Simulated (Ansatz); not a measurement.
## AlGaN2: pressure coefficient of the gap from its deformation potential

These are results of Ansatz 0.2.0, DFT LDA, scalar-relativistic, plane waves, PAW, not measurements. Cutoff 420 eV, mesh 8×8×6 in the first runs.

The relaxed cell is P-4m2 with a = 3.115 Å, c = 4.384 Å. An equation of state gives B0 = 206.1 GPa at V0 = 10.637 Å³/atom, and gaps on the k mesh of 3.273 eV at 10.318 Å³/atom, 3.055 eV at 10.637 Å³/atom, 2.835 eV at 10.957 Å³/atom.

Q: Predict dE_g/dP at zero pressure, and compare with cells relaxed under pressure.

A: A parabola in ln V through the three points has the slope a = dE_g/d ln V = -7.30 eV at V0. Since dP = −B d ln V, dE_g/dP = −a/B = 35.4 meV/GPa. Separate runs under pressure gave gaps (over the zone) of 2.979 eV at -2.04 GPa, 3.055 eV at -0.01 GPa, 3.129 eV at 2.08 GPa, a slope of 36.4 meV/GPa at zero. The two routes agree within 0.9 meV/GPa. Compression widens this gap. Pressure coefficients of semilocal functionals are as a rule better than their gaps.